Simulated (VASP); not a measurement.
LiF (Griceite):

```
Li F
1.0
     0.00000    4.02800    4.02800
     4.02800    0.00000    4.02800
     4.02800    4.02800    0.00000
Li F
8 8
Direct
  0.00000 0.00000 0.00000
  0.00000 0.00000 0.50000
  0.00000 0.50000 0.00000
  0.00000 0.50000 0.50000
  0.50000 0.00000 0.00000
  0.50000 0.00000 0.50000
  0.50000 0.50000 0.00000
  0.50000 0.50000 0.50000
  0.25000 0.25000 0.25000
  0.25000 0.25000 0.75000
  0.25000 0.75000 0.25000
  0.25000 0.75000 0.75000
  0.75000 0.25000 0.25000
  0.75000 0.25000 0.75000
  0.75000 0.75000 0.25000
  0.75000 0.75000 0.75000
```

```yaml
Program: VASP 6.6.1
Task: phonon dispersion
Functional: PBE
Potentials_or_basis: VASP PAW PBE potentials, release 64 (Li_sv, F)
Cutoff: 520 eV
k_mesh: 4 × 4 × 4
Occupations: gaussian, width 0.03 eV
Spin: no spin polarisation
Long-range_dipole_term: yes
Supercell_matrix: "[2, 0, 0, 0, 2, 0, 0, 0, 2]"
Further_INCAR_settings: LREAL = Auto; ALGO = Fast; EDIFF = 1e-07; IBRION = 6; POTIM = 0.015; NSW = 1
```

Is this structure dynamically stable at this level, and how far does the spectrum reach?

Yes, as far as this q mesh shows: no mode on the path is imaginary. The highest frequency is 638 cm⁻¹.

Phonon frequencies at the corners of the path (cm⁻¹, interpolated; i marks imaginary ones):
```
point              frequencies
    Γ        0 0 0 303 303 638
    X  247 247 343 343 354 462
    W  267 313 313 364 405 405
    K  237 302 319 333 422 432
    L  212 212 290 290 384 597
    U  237 302 319 333 422 432
```

A q mesh this small can miss soft modes between its points.
